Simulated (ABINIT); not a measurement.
The system is GaAs.

```
As Ga
1.0
     0.00000    2.82685    2.82685
     2.82685    0.00000    2.82685
     2.82685    2.82685    0.00000
As Ga
1 1
Cartesian
  4.2403 4.2403 4.2403
  0.0000 0.0000 0.0000
```

Base run:

| Property | Result |
| --- | --- |
| Program | ABINIT 10.8.3 (patched build) |
| Functional | AM05 |
| Potentials or basis | JTH PAW PBE v2.0 sp |
| Cutoff | 463 eV |
| k mesh | 8 × 8 × 8 |
| Occupations | fermi-dirac, width 0.05 eV |
| Spin | no spin polarisation |

Its results: band gap on the k mesh 0.52 eV, direct; pressure 0.6 GPa.

After a change of settings the same cell gave: band gap on the k mesh 0.36 eV, direct; pressure 6.3 GPa. Which change was it?
A. functional from AM05 to LDA; potentials or basis from JTH PAW PBE v2.0 sp to PseudoDojo NC SR LDA v0.4.1 standard; cutoff from 463 eV to 1088 eV; valence electrons from 18 to 28
B. functional from AM05 to WC
C. functional from AM05 to PBE
D. functional from AM05 to rPW86PBE

D.

Caveats: the PAW data sets were made with another functional, which shifts forces and pressure a little; this set keeps more shells in the core, which shifts pressures and gaps.

Not every run made on this cell is shown here.
